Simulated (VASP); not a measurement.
**GaSb in VASP: how settings move the PBE single point**

The PBE single point of rocksalt GaSb is repeated with altered inputs. Which of them can be trusted? This is a trial cell built on a prototype, not taken from a measured structure, and it needn't be the compound's ground state.

Code: VASP 6.6.1. PAW datasets, plane waves. Simulation only: spin-unpolarised, and no claim that this is the phase found in nature.

**1. The cell**

The cell comes from an earlier relaxation with r2SCAN in another program.

It is cubic, Fm-3m (No. 225); a = 5.746 Å in the conventional setting, 23.72 Å³ an atom. Ga has 6 Sb at 2.87 Å; Sb has 6 Ga at 2.87 Å.

The structure in full:

```
CELL_PARAMETERS angstrom
0.00000 2.87312 2.87312
2.87312 0.00000 2.87312
2.87312 2.87312 0.00000
ATOMIC_POSITIONS crystal
Ga 0.00000 0.00000 0.00000
Sb 0.50000 0.50000 0.50000
```

**2. Baseline**

File INCAR:

```
ENCUT = 520.000000
SIGMA = 0.020000
EDIFF = 1.00e-07
GGA = PE
PREC = Accurate
IBRION = -1
ISIF = 2
ISMEAR = -1
NBANDS = 16
NELM = 120
NSW = 0
LASPH = .TRUE.
LCHARG = .TRUE.
LELF = .TRUE.
LWAVE = .FALSE.
LREAL = .FALSE.
```

File KPOINTS:

```
KPOINTS created by Atomic Simulation Environment
0
Gamma
8 8 8
0 0 0
```

File POSCAR:

```
Ga Sb
 1.0000000000000000
     0.0000000000000000    2.8731179418333888    2.8731179418333888
     2.8731179418333888   -0.0000000000000000    2.8731179418333888
     2.8731179418333888    2.8731179418333888   -0.0000000000000000
 Ga  Sb
   1   1
Cartesian
 -0.0000000000000000 -0.0000000000000000 -0.0000000000000000
  2.8731179418333888  2.8731179418333888  2.8731179418333888
```

A file KPOINTS_OPT adds named points for the levels; it doesn't enter the self-consistent loop.

Potentials: the recommended PBE PAW datasets, 18 valence electrons.

Command:

```bash
> mpirun -np 1 vasp_std
```

**3. Try 1**

File INCAR:

```
SIGMA = 0.020000
EDIFF = 1.00e-07
GGA = PE
PREC = Accurate
IBRION = -1
ISIF = 2
ISMEAR = -1
NBANDS = 16
NELM = 120
NSW = 0
LASPH = .TRUE.
LCHARG = .FALSE.
LWAVE = .FALSE.
LREAL = .FALSE.
AMIX = 0.2
BMIX = 0.0001
ENCUT = 250
```

KPOINTS is that of step 2.

POSCAR is that of step 2.

**4. Try 2**

Changes to INCAR since step 2:

```diff
@@ -12,5 +12,5 @@
 LASPH = .TRUE.
-LCHARG = .TRUE.
-LELF = .TRUE.
+LCHARG = .FALSE.
 LWAVE = .FALSE.
 LREAL = .FALSE.
+ADDGRID = .TRUE.
```

KPOINTS is that of step 2.

POSCAR is that of step 2.

**5. Try 3**

File INCAR:

```
ENCUT = 520.000000
EDIFF = 1.00e-07
GGA = PE
PREC = Accurate
IBRION = -1
ISIF = 2
NBANDS = 16
NSW = 0
LASPH = .TRUE.
LCHARG = .FALSE.
LWAVE = .FALSE.
LREAL = .FALSE.
ISMEAR = 1
SIGMA = 0.01
NELM = 52
```

KPOINTS is that of step 2.

POSCAR is that of step 2.

**6. Try 4**

File INCAR:

```
ENCUT = 520.000000
EDIFF = 1.00e-07
GGA = PE
PREC = Accurate
IBRION = -1
ISIF = 2
ISMEAR = -1
NBANDS = 16
NSW = 0
LASPH = .TRUE.
LCHARG = .FALSE.
LWAVE = .FALSE.
LREAL = .FALSE.
NELM = 73
SGIMA = 0.02
```

KPOINTS is that of step 2.

POSCAR is that of step 2.

**7. Try 5**

File INCAR:

```
SIGMA = 0.020000
EDIFF = 1.00e-07
GGA = PE
PREC = Accurate
IBRION = -1
ISIF = 2
ISMEAR = -1
NBANDS = 16
NSW = 0
LASPH = .TRUE.
LCHARG = .FALSE.
LWAVE = .FALSE.
LREAL = .FALSE.
NELM = 92
ENCUT = 60
```

KPOINTS is that of step 2.

POSCAR is that of step 2.

What does the calculation give? Wanted: for each run, changed; ending; energy change; pressure; electronic steps; usable.

**Answer**, as computed:

| run | changed | ending | energy change (meV/atom) | pressure (GPa) | gap on the mesh (eV; negative: overlap) | electronic steps | time | usable |
| --- | --- | --- | --- | --- | --- | --- | --- | --- |
| ref. | – | converged | 0 | 1.7 | -3.24 | 13 | 21 s | yes |
| 1 | AMIX = 0.2, BMIX = 0.0001, ENCUT = 250 | converged | 8.4 | -1.3 | -3.24 | 13 | 6 s | no |
| 2 | ADDGRID = .TRUE. | converged | 0.0 | 1.7 | -3.24 | 13 | 22 s | yes |
| 3 | ISMEAR = 1, SIGMA = 0.01, NELM = 52 | converged | 0.2 | 1.7 | -3.24 | 13 | 15 s | yes |
| 4 | SGIMA = 0.02 | converged | 3.9 | 1.9 | -3.25 | 13 | 16 s | no |
| 5 | ENCUT = 60 | converged | 406495.2 | -1716.5 | -8.70 | 17 | 3.5 s | no |

What this shows: Of 5 altered inputs, 3 ended normally on a faulty or unsound input, 2 gave usable results. Among the usable ones with comparable energies, «ISMEAR = 1, SIGMA = 0.01, NELM = 52» moves the energy most, by 0.2 meV/atom.
